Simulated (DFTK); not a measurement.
## C under changes of volume

One of the cells (5.672 Å³/atom); the others are scaled copies at fixed shape and fractional positions:

```
C
1.0
     0.00000    1.78337    1.78337
     1.78337    0.00000    1.78337
     1.78337    1.78337    0.00000
C
2
Direct
  0.75000 0.75000 0.75000
  0.50000 0.50000 0.50000
```

This isn't the form of C at room conditions, which is graphite.

- Program: DFTK 0.8.2
- Functional: PBEsol
- Potentials or basis: dojo.nc.sr.pbesol.v0_4_1.standard.upf (PBEsol)
- Cutoff: 1116 eV
- k mesh: 13 × 13 × 13
- Occupations: fermi-dirac, width 0.05 eV
- Spin: no spin polarisation

| volume (Å³/atom) | energy over the lowest point (meV/atom) | pressure (GPa) | gap on the mesh (eV) |
| --- | --- | --- | --- |
| 5.332 | 24.26 | 27.1 | 4.20 |
| 5.445 | 8.91 | 16.0 | 4.15 |
| 5.558 | 1.04 | 5.9 | 4.10 |
| 5.672 | 0.00 | -3.2 | 4.05 |
| 5.785 | 5.16 | -11.6 | 4.01 |
| 5.899 | ? | ? | ? |
| 6.012 | 31.92 | -26.1 | 3.92 |

Task: What does the run at 5.899 Å³/atom give?

Result: Energy over the lowest point 15.97 meV/atom; pressure -19.2 GPa; gap on the mesh 3.96 eV.

Worked out: A Birch-Murnaghan fit of order 3 (a polynomial in V^(-2/3)) to the other rows has its minimum at 5.63 Å³/atom with B0 = V·E''(V) = 450 GPa and B' = 3.8. It gives 16.03 meV/atom at 5.899 Å³/atom, against the run's 15.97, and -dE/dV = -19.0 GPa, against -19.2. A straight line through the other rows of the gap, of slope -2.33 eV per unit of ln V, gives 3.96 eV, against the run's 3.96.

Energies are extrapolated to zero smearing.

Caveats: an odd mesh through Γ misses points on the zone boundary, where band edges often lie.
